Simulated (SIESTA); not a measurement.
## GeS in SIESTA: the effect of functional

Crystal: GeS.

```
Ge S
1.0
    10.48100    0.00000    0.00000
     0.00000    3.64600    0.00000
     0.00000    0.00000    4.29900
Ge S
4 4
Direct
  0.87790 0.75000 0.87230
  0.62210 0.25000 0.37230
  0.37790 0.75000 0.62770
  0.12210 0.25000 0.12770
  0.15050 0.75000 0.49770
  0.34950 0.25000 0.99770
  0.65050 0.75000 0.00230
  0.84950 0.25000 0.50230
```

Alike in all runs:

* Program: SIESTA 5.4.2
* Task: band structure
* Basis: DZP (energy shift 0.003 Ry; two zetas on semicore shells)
* Grid cutoff: 800 Ry
* Energy shift: 0.003 Ry
* k mesh: 3 × 7 × 6
* Occupations: fermi-dirac, width 0.05 eV
* Spin: no spin polarisation

```tsv
functional	potentials or basis	gap on the mesh (eV)	pressure (GPa)	largest force (eV/Å)
PBE	PseudoDojo 0.4 standard (PBE files)	1.04	4.0	0.54
LDA	PseudoDojo 0.4 standard (LDA files)	?	?	?
PBEsol	PseudoDojo 0.4 standard (PBEsol files)	0.97	0.7	0.46
```

What does the run with functional LDA give?

gap on the mesh 0.96 eV; pressure -1.1 GPa; largest force 0.34 eV/Å.

Caveats: the basis of atomic orbitals isn't converged, which shifts pressures, moduli and gaps.

